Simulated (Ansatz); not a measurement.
**Ga: response to strain**

Aim: deform Ga (equal xy, yz and zx engineering shear strains of +1 %) and compute stress, forces and field gradients with LAPW, PAW and all-electron datasets made for the crystal.

Computed with Ansatz 0.2.0 (DFT LDA, scalar-relativistic, unless a step's input says otherwise).

## (1) The structure to begin with

Symmetry: Cmcm, No. 63, orthorhombic system. Conventional cell: a = 2.900 Å, b = 8.130 Å, c = 3.170 Å, α = 90.00°, β = 90.00°, γ = 90.00°. Ga (site symmetry m2m) is surrounded by 8 Ga at 2.68 to 2.90 Å.

Structure file:

```
Ga
1.0
     1.45000   -4.06500    0.00000
     1.45000    4.06500    0.00000
     0.00000    0.00000    3.17000
Ga
2
Direct
  0.86700 0.13300 0.25000
  0.13300 0.86700 0.75000
```

Atoms are numbered in the order of the input: Ga1, Ga2.

## (2) After the deformation

Space group Cmcm before, P-1 after.

## (3) Full-potential LAPW

input.yaml reads:

```yaml
crystal:
  lattice:
    - [1.429675, -4.05775, -0.013075]
    - [1.470325, 4.07225, 0.027575]
    - [0.01585, 0.01585, 3.17]
  atoms:
    - { symbol: Ga, position: [0.867, 0.133, 0.25] }
    - { symbol: Ga, position: [0.133, 0.867, 0.75] }
kpoints:
  mp_grid: { grid: [12, 12, 10] }
  band_path:
    path:
      - [0.0, 0.0, 0.0]
      - [0.5, -0.5, 0.0]
      - [0.0, 0.0, 0.5]
      - [0.0, 0.0, 0.0]
      - [0.0, -0.5, 0.0]
      - [-0.5, 0.0, -0.5]
      - [0.0, 0.0, 0.0]
      - [0.0, -0.5, -0.5]
      - [-0.5, 0.0, 0.0]
    npoints: 5
scf:
  occupations: { method: fermi_dirac, width: 0.08 }
hamiltonian:
  xc: lda
  pseudopotentials: { kind: all_electron, lapw: { basis_error: 0.001 } }
output:
  forces: true
  stress: true
  eigenvalues: true
```

Started as:

```bash
$ ansatz run input.yaml --threads 1 --pin off --max-ram 3072MiB --backend cpu --events-out ev --progress --plain --runs-dir out
```

## (4) Frozen-core PAW

input.yaml reads:

```yaml
crystal:
  lattice:
    - [1.429675, -4.05775, -0.013075]
    - [1.470325, 4.07225, 0.027575]
    - [0.01585, 0.01585, 3.17]
  atoms:
    - { symbol: Ga, position: [0.867, 0.133, 0.25] }
    - { symbol: Ga, position: [0.133, 0.867, 0.75] }
kpoints:
  mp_grid: { grid: [12, 12, 10] }
scf:
  occupations: { method: fermi_dirac, width: 0.08 }
hamiltonian:
  xc: lda
  pseudopotentials: { kind: paw }
output:
  forces: true
  stress: true
  eigenvalues: true
  efg: { contact_densities: true }
```

## (5) Datasets made for this crystal

Changes to input.yaml since step 4:

```diff
@@ -14,3 +14,3 @@
   xc: lda
-  pseudopotentials: { kind: paw }
+  pseudopotentials: { kind: all_electron, datasets: crystal }
 output:
```

(Steps that only read results are left out.)

What does the calculation give? Wanted: pressure; largest shear or deviatoric stress.

**Answer**, as computed:

| quantity | value |
| --- | --- |
| pressure | LAPW -3.79, PAW -3.83, crystal datasets -3.79 GPa |
| largest shear or deviatoric stress (LAPW) | 2.06 GPa |

What this shows: The largest part of the stress beyond the pressure is 2.06 GPa in size, in the xx component; the atoms are carried along and not relaxed. No run of the undeformed cell stands beside it, so the pressure holds what the given cell had before the change. PAW: stress within 0.05 GPa of LAPW, forces within 1 meV/Å. Crystal datasets: stress within 0.01 GPa of LAPW, forces within 1 meV/Å.
